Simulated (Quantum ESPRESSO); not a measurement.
Runs of Quantum ESPRESSO 7.5 on NiO. Symmetry: Fm-3m, No. 225, cubic system. Conventional cell: a = 4.183 Å, b = 4.183 Å, c = 4.183 Å, α = 90.00°, β = 90.00°, γ = 90.00°. Ni (site symmetry m-3m) has 6 O at 2.09 Å as nearest neighbours. O (site symmetry m-3m) is surrounded by 6 Ni at 2.09 Å. 

```tsv
level	U	gap on the mesh (eV)	pressure (GPa)	moment (μB)
PBE+U	Ni d U = 4 eV	0.82	(a)	2.00
PBE+U	Ni d U = 8 eV	2.16	16.7	2.00
PBE+U	Ni d U = 6 eV	1.63	13.9	2.00
PBE+U	Ni d U = 5 eV	1.22	(b)	2.00
PBE	-	none	-0.3	1.20
```

Alike in all rows: task single point; potentials or basis GBRV 1.5 PBE; spin collinear, ferromagnetic start; cell as given; k mesh 8 × 8 × 8; cutoff (eV) 612; smearing gaussian 0.05 eV.

Task: Fill in the values left out.

Result: (a) 11.7; (b) 12.7.

Caveats: a cell with one magnetic atom can't hold antiferromagnetic order, which such compounds often take; semilocal functionals often make such compounds metallic where correlation or magnetic order opens a gap, which also shifts bond lengths (some runs).

A k mesh can miss the band edges.

A gap of «none» marks a metal or a gap under the smearing width.
